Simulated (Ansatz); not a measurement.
TiO₂, DFT, PBE, all-electron LAPW, scalar-relativistic (Ansatz 0.2.0), run on 2 threads of Arm Neoverse V1 on a shared host.

The cell comes from COD entry 9007432, which wasn't checked; take it as a given geometry. The listed cell was then made from it by scaling, straining or moving an atom.

Command: `ansatz run input.yaml --threads 2 --pin off --max-ram 6144MiB --backend cpu --events-out ev --progress --plain --runs-dir out`

```yaml
crystal:
  lattice:
    - [4.6092625706, 0.0, 0.0]
    - [0.0, 4.6092625706, 0.0]
    - [0.0, 0.0, 2.968830637]
  atoms:
    - { symbol: Ti, position: [0.0, 0.0, 0.0] }
    - { symbol: Ti, position: [0.5, 0.5, 0.5] }
    - { symbol: O, position: [0.306, 0.306, 0.0] }
    - { symbol: O, position: [0.194, 0.806, 0.5] }
    - { symbol: O, position: [0.694, 0.694, 0.0] }
    - { symbol: O, position: [0.806, 0.194, 0.5] }
kpoints:
  mp_grid: { grid: [7, 7, 10] }
  band_path:
    path:
      - [0.0, 0.0, 0.0]
      - [0.0, 0.5, 0.0]
      - [0.5, 0.5, 0.0]
      - [0.0, 0.0, 0.0]
      - [0.0, 0.0, 0.5]
      - [0.0, 0.5, 0.5]
      - [0.5, 0.5, 0.5]
      - [0.0, 0.0, 0.5]
      - [0.0, 0.5, 0.0]
    npoints: 5
scf:
  occupations: { method: fermi_dirac, width: 0.05 }
hamiltonian:
  xc: pbe
  pseudopotentials: { kind: all_electron, lapw: { basis_error: 0.0005 } }
output:
  forces: true
  stress: true
  eigenvalues: true
```

Question: How large is the problem that the program sets up?

Answer: 60 irreducible k-points, 1315 plane waves at Γ, 44 bands.

Question: About how long does it take, and how much memory does it use?

Answer: 69 s of wall time for 12 SCF iterations, with a peak of 0.83 GiB. Times on shared machines scatter by tens of per cent.
